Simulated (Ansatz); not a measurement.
Crystal: C.

```xyz
2
Lattice="0.0000 1.7834 1.7834 1.7834 0.0000 1.7834 1.7834 1.7834 0.0000" Properties=species:S:1:pos:R:3 pbc="T T T"
C     2.6751    2.6751    2.6751
C     1.7834    1.7834    1.7834
```

This isn't the form of C at room conditions, which is graphite.

A run of Ansatz 0.2.0 on this cell left the log below. Logs are shortened: lines on timing, memory, paths and dates and some standing lists are left out, and cuts for length are marked.

```text
Warning: RAYON_NUM_THREADS=2 ignored (pool sized by the plan → 2); use --threads N
scf.n_extra_bands = 6 over 4 filled bands (N_el = 8.0): the run solves 10 bands
Engine: ansatz 0.2.0, x86_64-unknown-linux-gnu
Pseudopotentials: kind: paw
Pseudopotential: C, paw, valence charge 4, recommended cutoff 420 eV (normal), C.paw.azcp
Functional definition: PBE
  parameter kappa = 0.804
  parameter beta = 0.06672455060314922
  exchange = pbe_x(kappa = kappa, mu = beta*pi^2/3)
  correlation = pbe_c(beta = beta)
Crystal: 2 atoms, lattice volume = 11.344 Å³
Basis set: ecut = 420 eV, 229 PW (Γ), exchange–correlation on 36×36×36 points (8 copies of the dense FFT grid, shifted against one another)
Bands: 10, of which v1, the nominal top of the filled ones, is band 4 counted from 1 (3 counted from 0)
Symmetry: 48 space group operations
Space group: Fd-3m (ITA 227), of the structure as read, at distance tolerance 2.2e-5 Å
k-points: 84 of 2197
Non-local potential: C, projectors of the file, l = 0: 2, l = 1: 2, l = 2: 1
PAW form: soft (Blöchl's): semilocal exchange-correlation on the pseudo side does not see the compensation charge
PAW one-centre angular grid: C, 110 points (default); XC on 64 Gauss nodes
Initial density: superposition of atomic densities (neutral atoms: chi_scale 0, normalization atom), corrected by the library's trained network
Initial wavefunctions: pseudopotential atomic-orbital guess
Functional: x = pbe(κ = 0.804, μ = 0.2195149727645171), c = pbe(β = 0.06672455060314922)
SCF iter   1: F=—  HF=-501.615376 eV  |F-HF|=—  |Δ(HF+E_count)|=         —  Δρ=1.73e-3  dr2=8.45e-5  ethr=1.77e-3  ⟨swp⟩=4.8  Hψ=4885  notcnv=0  defer=2
preconditioner: auto → none  [insulator: Δε(μ)=4.159 eV  Ē_g=23.214 eV  σ=0.050 eV  W_gap=1.00  n_scr=0 (ndim 8)  ℏωp=31.2 eV  f_vac=0.000  D(μ)=0.00/eV (n_scr^D=0)  ε∞_Penn≈2.8]
SCF iter   2: F=—  HF=-501.615448 eV  |F-HF|=—  |Δ(HF+E_count)|=   7.20e-5  Δρ=9.25e-4  dr2=2.85e-5  ethr=1.06e-6  ⟨swp⟩=2.1  Hψ=1811  notcnv=0  defer=46
SCF iter   3: F=—  HF=-501.615499 eV  |F-HF|=—  |Δ(HF+E_count)|=   5.12e-5  Δρ=1.98e-4  dr2=3.01e-6  ethr=3.56e-7  ⟨swp⟩=2.0  Hψ=1017  notcnv=0  defer=46
SCF iter   4: F=—  HF=-501.615499 eV  |F-HF|=—  |Δ(HF+E_count)|=   9.06e-7  Δρ=8.04e-5  dr2=4.86e-7  ethr=3.76e-8  ⟨swp⟩=1.5  Hψ=786  notcnv=0  defer=46
iter 5 did not close the SCF: its close was put off for the readings that it lacked (scf_convergence_deferred on its scf_iter line)
SCF iter   5: F=-501.615498 eV  HF=-501.615498 eV  |F-HF|=1.48e-10  |Δ(HF+E_count)|=   1.58e-7  Δρ=3.59e-6  dr2=6.18e-10  ethr=6.08e-9  ⟨swp⟩=2.5  Hψ=1027  notcnv=0  defer=46
SCF iter   6: F=-501.615498 eV  HF=-501.615498 eV  |F-HF|=1.35e-11  |Δ(HF+E_count)|=  1.41e-10  Δρ=3.01e-7  dr2=4.56e-12  ethr=7.72e-12  ⟨swp⟩=4.2  Hψ=3497  notcnv=0
SCF 1 converged in 6 iterations: F = -501.615498 eV  dr2 = 4.56e-12
  greatest PAW one-centre occupation: 0.644 electrons in one spin orbital (limit 2), on the C atom at site 1 (counted from 0), in its partial waves of l = 0
NSCF: frozen V_eff on 142 k-points
SCF converged after 6 iterations
Free energy (F): -501.615498 eV
Harris-Foulkes:  -501.615498 eV  (|F-HF|=1.35e-11)
Internal energy: -501.615498 eV  (E = F + TS)
E sigma→0 (E₀):  -501.615498 eV
Fermi energy:    15.369107 eV
--- Per-component energies (eV) ---
  E_band       = 34.706536
  E_kinetic    = 184.535774
  E_local      = -122.399859  (includes V_loc(G=0)·N_el)
  E_nonlocal   = 53.316453
  E_hartree    = 26.768429
  E_xc         = -97.431437
  E_vxc        = -120.957159  (∫ρ·V_xc dr)
  E_paw        = -198.443512  (= ΣΔE_a)
  E_vpaw       = -13.325559  (= ΣTr[D̂ρ^β])
  E_aug_tail   = 0.000018  (compensation charges beyond the density's cutoff)
  E_ewald      = -347.961363
  E_smearing   = -0.000000  (= −TS)
  E_closure    = -0.000000  (closes the sum)
  Σ components = -501.615498   (vs F -501.615498, Δ=0.00e0)
--- Forces (eV/Å), atoms counted from 1 ---
  atom   1  C     -0.00000000    -0.00000000    -0.00000000
  atom   2  C     -0.00000000     0.00000000    -0.00000000
  max |Σ_I F_I| component: 3.70e-17 eV/Å
--- Stress (GPa, compression-positive) ---
        1.776130       0.000000       0.000000
        0.000000       1.776130      -0.000000
       -0.000000       0.000000       1.776130
  P = ⅓ Tr σ = 1.7761 GPa (17.761 kbar)
--- Band table (eV; the first three rows and the last of 84) ---
  k-point 0: bands = ["-8.1626", "13.3165", "13.3165", "13.3165", "18.9104", "18.9104", "18.9104", "26.5945", "32.5704", "39.8360"]
  k-point 1: bands = ["-7.9988", "12.2497", "13.0366", "13.0366", "19.2753", "19.2753", "19.5390", "26.7366", "32.8472", "37.8673"]
  k-point 2: bands = ["-7.5090", "9.9811", "12.4063", "12.4063", "20.1018", "20.1018", "20.5594", "27.1504", "33.4634", "36.2870"]
  k-point 83: bands = ["0.5349", "1.9840", "4.6652", "5.6449", "23.5143", "23.5955", "25.3910", "26.6940", "33.6849", "35.4342"]
```

Write the input and the command behind it.

Band structure with PBE, no spin polarisation. The files as run (others can give the same):

input.yaml
```yaml
crystal:
  lattice:
    - [0.0, 1.78337, 1.78337]
    - [1.78337, 0.0, 1.78337]
    - [1.78337, 1.78337, 0.0]
  atoms:
    - { symbol: C, position: [0.75, 0.75, 0.75] }
    - { symbol: C, position: [0.5, 0.5, 0.5] }
hamiltonian:
  xc: pbe
  pseudopotentials: { kind: paw }
kpoints:
  mp_grid: { grid: [13, 13, 13] }
  band_path:
    path:
      - [[0.0, 0.0, 0.0], [0.5, 0.0, 0.5], [0.5, 0.25, 0.75], [0.375, 0.375, 0.75], [0.0, 0.0, 0.0], [0.5, 0.5, 0.5], [0.625, 0.25, 0.625], [0.5, 0.25, 0.75], [0.5, 0.5, 0.5], [0.375, 0.375, 0.75]]
      - [[0.625, 0.25, 0.625], [0.5, 0.0, 0.5]]
    npoints: 14
scf:
  occupations: { method: fermi_dirac, width: 0.05 }
  n_extra_bands: 6
output:
  forces: true
  stress: true
  eigenvalues: true
  fatbands: true
```

Potentials or basis: Ansatz PAW.
The run is started by
```bash
$ ansatz run input.yaml --threads 2 --pin off --max-ram 5632MiB --backend cpu --events-out ev --progress --plain --runs-dir out
```

Caveat: the pressure holds a Pulay correction of +1.0 GPa for the finite cutoff.
